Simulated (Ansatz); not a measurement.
# KCl: a listed cell, distorted in several ways

Aim: see how energy, forces, stress and gap of KCl answer to random distortions, further strains and shifts, swapped elements, distortions that keep the symmetry. Nothing is relaxed unless a step says so.

Program: Ansatz 0.2.0. Level of theory: DFT PBE, scalar-relativistic, plane waves, PAW. These are calculated values, not measurements.

## Step 1: The starting structure

Symmetry: Pm-3m, No. 221, cubic system. The conventional cell has a = 3.839 Å, b = 3.839 Å, c = 3.839 Å, α = 90.00°, β = 90.00°, γ = 90.00°. K (site symmetry m-3m) is surrounded by 8 Cl at 3.32 Å. Cl (site symmetry m-3m) is surrounded by 8 K at 3.32 Å.

Structure file:

```
CELL_PARAMETERS angstrom
3.83920 0.00000 0.00000
0.00000 3.83920 0.00000
0.00000 0.00000 3.83920
ATOMIC_POSITIONS crystal
K 0.00000 0.00000 0.00000
Cl 0.50000 0.50000 0.50000
```

The structure comes from the Materials Project (structure only).

## Step 2: A change within the space group

Against the listed cell: strain xx, yy, zz, yz, xz, xy = +3.1, +3.1, +3.1, +0.0, +0.0, +0.0 %.

input.yaml

```yaml
crystal:
  lattice:
    - [3.9566370056, 0.0, 0.0]
    - [0.0, 3.9566370056, 0.0]
    - [0.0, 0.0, 3.9566370056]
  atoms:
    - { symbol: K, position: [0.0, 0.0, 0.0] }
    - { symbol: Cl, position: [0.5, 0.5, 0.5] }
basis:
  ecutwfc: 420
kpoints:
  mp_grid: { grid: [6, 6, 6] }
hamiltonian:
  xc: pbe
scf:
  occupations: { method: gaussian, width: 0.02 }
output:
  forces: true
  stress: true
  eigenvalues: true
```

## Step 3: Random moves and strain, cell strained

input.yaml

```yaml
crystal:
  lattice:
    - [3.8453387136, 0.0175835177, -0.0562826134]
    - [0.0175835177, 3.7001787128, -0.0467614073]
    - [-0.0562826134, -0.0467614073, 3.7601469544]
  atoms:
    - { symbol: K, position: [-0.0056678534, -0.0070743979, -0.0127292277] }
    - { symbol: Cl, position: [0.5056678534, 0.5070743979, 0.5127292277] }
basis:
  ecutwfc: 420
kpoints:
  mp_grid: { grid: [6, 6, 6] }
hamiltonian:
  xc: pbe
scf:
  occupations: { method: gaussian, width: 0.02 }
output:
  forces: true
  stress: true
  eigenvalues: true
  populations: true
```

## Step 4: A change within the space group

input.yaml

```yaml
crystal:
  lattice:
    - [3.8236472562, 0.0, 0.0]
    - [0.0, 3.8236472562, 0.0]
    - [0.0, 0.0, 3.8236472562]
  atoms:
    - { symbol: K, position: [0.0, 0.0, 0.0] }
    - { symbol: Cl, position: [0.5, 0.5, 0.5] }
basis:
  ecutwfc: 420
kpoints:
  mp_grid: { grid: [6, 6, 6] }
hamiltonian:
  xc: pbe
scf:
  occupations: { method: gaussian, width: 0.02 }
output:
  forces: true
  stress: true
  eigenvalues: true
  populations: true
```

## Step 5: Substitution of an element, cell strained: K → Li, first probe

input.yaml

```yaml
crystal:
  lattice:
    - [3.3155321831, 0.0, 0.0]
    - [0.0, 3.3155321831, 0.0]
    - [0.0, 0.0, 3.3155321831]
  atoms:
    - { symbol: Li, position: [0.0, 0.0, 0.0] }
    - { symbol: Cl, position: [0.5, 0.5, 0.5] }
basis:
  ecutwfc: 420
kpoints:
  mp_grid: { grid: [6, 6, 6] }
hamiltonian:
  xc: pbe
scf:
  occupations: { method: gaussian, width: 0.1 }
output:
  forces: true
  stress: true
  eigenvalues: true
```

## Step 6: One element swapped, cell strained: K → Li

input.yaml, as its differences from that of step 5:

```diff
@@ -11,3 +11,3 @@
 kpoints:
-  mp_grid: { grid: [6, 6, 6] }
+  mp_grid: { grid: [8, 8, 8] }
 hamiltonian:
@@ -15,3 +15,3 @@
 scf:
-  occupations: { method: gaussian, width: 0.1 }
+  occupations: { method: gaussian, width: 0.02 }
 output:
```

## Step 7: A distortion of lower symmetry

input.yaml

```yaml
crystal:
  lattice:
    - [3.8500993166, 0.0, 0.0107881408]
    - [0.0, 3.7847178088, 0.0]
    - [0.0107881408, 0.0, 3.8345121809]
  atoms:
    - { symbol: K, position: [0.0029173499, 0.0, -0.025883229] }
    - { symbol: Cl, position: [0.4970826501, 0.5, 0.525883229] }
basis:
  ecutwfc: 420
kpoints:
  mp_grid: { grid: [6, 6, 6] }
hamiltonian:
  xc: pbe
scf:
  occupations: { method: gaussian, width: 0.02 }
output:
  forces: true
  stress: true
  eigenvalues: true
```

## Step 8: One element swapped, cell strained: Cl → F, first probe

input.yaml

```yaml
crystal:
  lattice:
    - [3.4784067377, 0.0, 0.0]
    - [0.0, 3.4784067377, 0.0]
    - [0.0, 0.0, 3.4784067377]
  atoms:
    - { symbol: K, position: [0.0, 0.0, 0.0] }
    - { symbol: F, position: [0.5, 0.5, 0.5] }
basis:
  ecutwfc: 420
kpoints:
  mp_grid: { grid: [6, 6, 6] }
hamiltonian:
  xc: pbe
scf:
  occupations: { method: gaussian, width: 0.1 }
output:
  forces: true
  stress: true
  eigenvalues: true
```

## Step 9: Substitution of an element, cell strained: Cl → F

input.yaml, as its differences from that of step 8:

```diff
@@ -11,3 +11,3 @@
 kpoints:
-  mp_grid: { grid: [6, 6, 6] }
+  mp_grid: { grid: [8, 8, 8] }
 hamiltonian:
@@ -15,3 +15,3 @@
 scf:
-  occupations: { method: gaussian, width: 0.1 }
+  occupations: { method: gaussian, width: 0.02 }
 output:
```

## Step 10: A distortion that keeps the symmetry

input.yaml

```yaml
crystal:
  lattice:
    - [3.8006120802, 0.0, 0.0]
    - [0.0, 3.8006120802, 0.0]
    - [0.0, 0.0, 3.8006120802]
  atoms:
    - { symbol: K, position: [0.0, 0.0, 0.0] }
    - { symbol: Cl, position: [0.5, 0.5, 0.5] }
basis:
  ecutwfc: 420
kpoints:
  mp_grid: { grid: [6, 6, 6] }
hamiltonian:
  xc: pbe
scf:
  occupations: { method: gaussian, width: 0.02 }
output:
  forces: true
  stress: true
  eigenvalues: true
  populations: true
```

Q: Predict the outcome of this session. Wanted: for each run, case; energy; pressure; largest force.

As calculated:

```
step                                               case  energy (meV/atom)  pressure (GPa)  largest force (eV/Å)  gap on the mesh (eV)
   2                    a change within the space group               +0.0            -1.4                  0.00                  4.45
   3             random moves and strain, cell strained               -0.7             1.3                  0.13                  4.95
   4                    a change within the space group              -13.0             0.2                  0.00                  4.85
   6         one element swapped, cell strained: K → Li                n/a            -0.9                  0.00                  4.27
   7                     a distortion of lower symmetry               -5.4             0.4                  0.14                  4.83
   9  substitution of an element, cell strained: Cl → F                n/a            -4.0                  0.00                  5.11
  10               a distortion that keeps the symmetry              -11.9             0.5                  0.00                  4.93
```

Energies are counted from step 2, with the smearing taken to zero. Other atoms or functionals have another zero of energy (n/a). 

What this shows: Among the distorted cells of the listed formula and level the largest force, 0.14 eV/Å, comes in step 7, shared by 2 atoms. The pressure is 1.3 GPa in the smallest cell and -1.4 GPa in the largest; between them shape and moved atoms count too. Among the distorted cells of the listed formula and level the gap runs from 4.45 eV to 4.95 eV.

These are semilocal Kohn-Sham gaps, which aren't the measured quantity. Such gaps usually fall short of the measured ones.
